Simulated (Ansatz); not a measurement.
CsI under changes of volume

One of the cells (47.619 Å³/atom); the others are scaled copies at fixed shape and fractional positions:

```
Cs I
1.0
     4.56670    0.00000    0.00000
     0.00000    4.56670    0.00000
     0.00000    0.00000    4.56670
Cs I
1 1
Direct
  0.00000 0.00000 0.00000
  0.50000 0.50000 0.50000
```

```yaml
Program: Ansatz 0.2.0
Functional: BLYP
Potentials_or_basis: Ansatz PAW
Cutoff: "420 eV (not typed: the program's choice for these potentials)"
k_mesh: 6 × 6 × 6
Occupations: fermi-dirac, width 0.05 eV
Spin: no spin polarisation
```

| volume (Å³/atom) | energy over the lowest point (meV/atom) | pressure (GPa) | gap on the mesh (eV) |
| --- | --- | --- | --- |
| 44.762 | 71.64 | 3.2 | 4.18 |
| 45.714 | 54.24 | 2.7 | 4.11 |
| 46.666 | 39.33 | 2.3 | 4.04 |
| 47.619 | ? | ? | ? |
| 48.571 | 16.03 | 1.6 | 3.89 |
| 49.523 | 7.20 | 1.3 | 3.83 |
| 50.476 | 0.00 | 1.1 | 3.76 |

What does the run at 47.619 Å³/atom give?

Energy over the lowest point 26.67 meV/atom; pressure 2.0 GPa; gap on the mesh 3.96 eV.

Worked out: A Birch-Murnaghan fit of order 3 (a polynomial in V^(-2/3)) to the other rows has no minimum within the range. It gives 26.67 meV/atom at 47.619 Å³/atom, against the run's 26.67, and -dE/dV = 2.0 GPa, against 2.0. A straight line through the other rows of the gap, of slope -3.51 eV per unit of ln V, gives 3.97 eV, against the run's 3.96.

Energies are extrapolated to zero smearing.

Caveats: spin-orbit coupling is left out, which moves the levels of the heavy elements; the PAW data sets come from PBE, with cores solved anew for the run's functional, which leaves a small shift of forces and pressure.

A mesh can miss the band edges.
